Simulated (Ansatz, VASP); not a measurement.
Sn in VASP and in Ansatz

```
CELL_PARAMETERS angstrom
-1.72654 1.77555 2.33834
1.72654 -1.77555 2.33834
1.72654 1.77555 -2.33834
ATOMIC_POSITIONS crystal
Sn 0.00000 0.00000 0.00000
```

This isn't the form of Sn at room conditions, which is tetragonal (white tin).

Alike in both runs: task single point; functional LDA; k mesh 11 × 11 × 11; occupations fermi-dirac, width 0.1 eV; no spin polarisation.

|  | VASP | Ansatz |
| --- | --- | --- |
| version | VASP 6.6.1 | Ansatz 0.2.0 |
| potentials or method | VASP PAW LDA potentials, release 64 (Sn_d) | plane waves, PAW |
| plane-wave cutoff (eV) | 520 | 450 |
| valence electrons in the cell | 14 | 14 |

Ansatz gave:

```
pressure (GPa)                                  : -4.8
largest component of the traceless stress (GPa) : 0.76
```

Estimate VASP's values.

pressure (GPa): -4.7; largest component of the traceless stress (GPa): 0.76.
